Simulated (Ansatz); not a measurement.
The system is C.

```xyz
2
Lattice="1.2351 0.7213 3.3470 -1.2209 0.6967 3.3470 -0.0142 -1.4180 3.3470" Properties=species:S:1:pos:R:3 pbc="T T T"
C     0.0299   -0.1170    1.7691
C    -0.0299    0.1170    8.2719
```

The cell isn't the ideal one: strained by +2 %; all atoms moved at random, sigma 0.15 Å a component.

- Program: Ansatz 0.2.0
- Task: relaxation of the atoms
- Functional: PBE
- Potentials or basis: Ansatz PAW
- Cutoff: 420 eV (not typed: the program's choice for these potentials)
- k mesh: 13 × 13 × 13
- Occupations: fermi-dirac, width 0.05 eV
- Spin: no spin polarisation

At the start: volume 8.74 Å³/atom.

Problem. Where does the relaxation end?

Solution. Over 5 steps the energy falls by 1002.1 meV/atom; space group C2/m (No. 12, to 0.05 Å).

The path:
| step | energy change (eV) | largest force (eV/Å) |
| --- | --- | --- |
| 1 | 0.0000 | 15.4983 |
| 2 | -1.6291 | 6.8536 |
| 3 | -2.0039 | 0.1457 |
| 4 | -2.0041 | 0.0025 |
| 5 | -2.0041 | 0.0025 |

Final structure:
```yaml
crystal:
  lattice:
    - [1.23512, 0.72128, 3.34701]
    - [-1.22094, 0.69672, 3.34701]
    - [-0.01418, -1.41800, 3.34701]
  atoms:
    - { symbol: C, position: [0.16754, 0.16570, 0.16666] }
    - { symbol: C, position: [0.83246, 0.83430, 0.83334] }
```

Caveat: the pressure holds a Pulay correction of +0.5 GPa for the finite cutoff; the thresholds are loose for stress.
